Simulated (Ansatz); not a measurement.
Runs of Ansatz 0.2.0 on SnO2. It takes space group I4_1/amd (No. 141, tetragonal). The conventional cell has a = 4.000 Å, b = 4.000 Å, c = 10.247 Å, α = 90.00°, β = 90.00°, γ = 90.00°. Sn (site symmetry -4m2) has 6 O at 2.06 to 2.09 Å as nearest neighbours. Around O (site symmetry 2mm) lie 3 Sn at 2.06 to 2.09 Å. Measurements of this composition are mostly on another form, of space group No. 136.

```csv
task,level,cell,k mesh,cutoff (eV),smearing,level,run kind,points for each segment of the path,gap on the mesh (eV),pressure (GPa),largest force (eV/Å)
band structure,r2SCAN,as given,10 × 10 × 10,500,fixed,r2scan,scf,-,(b),-0.9,0.05
band structure,PBEsol,as given,9 × 9 × 9,420,fermi-dirac 0.05 eV,-,-,14,1.56,0.7,0.08
band structure,PBE0,as given,6 × 6 × 6,420,fixed,pbe0,scf,-,(c),-,0.15
relaxation of cell and atoms,PBEsol,relaxed,9 × 9 × 9,420,fermi-dirac 0.05 eV,-,-,-,(a),0.0,-
band structure,HSE06,as given,6 × 6 × 6,420,fixed,hse06,scf,-,3.34,-,0.16
```

Alike in all rows: potentials or basis Ansatz PAW; no spin polarisation.

Fill in the values left out.

(a) 1.54; (b) 2.28; (c) 4.05.

Caveats: spin-orbit coupling is left out, which moves the levels of the heavy elements; the PAW data sets come from PBE, with cores solved anew for the run's functional, which leaves a small shift of forces and pressure; odd divisions of the mesh miss points on the zone boundary, where band edges often lie, so the gap on the mesh can be too wide (some runs); the plane-wave basis is chosen anew once the cell has moved, so the energies of steps on either side of that aren't comparable (some runs).

A k mesh can miss the band edges, and the runs leave out spin-orbit coupling on Sn.

Not every run made on this cell is shown here.
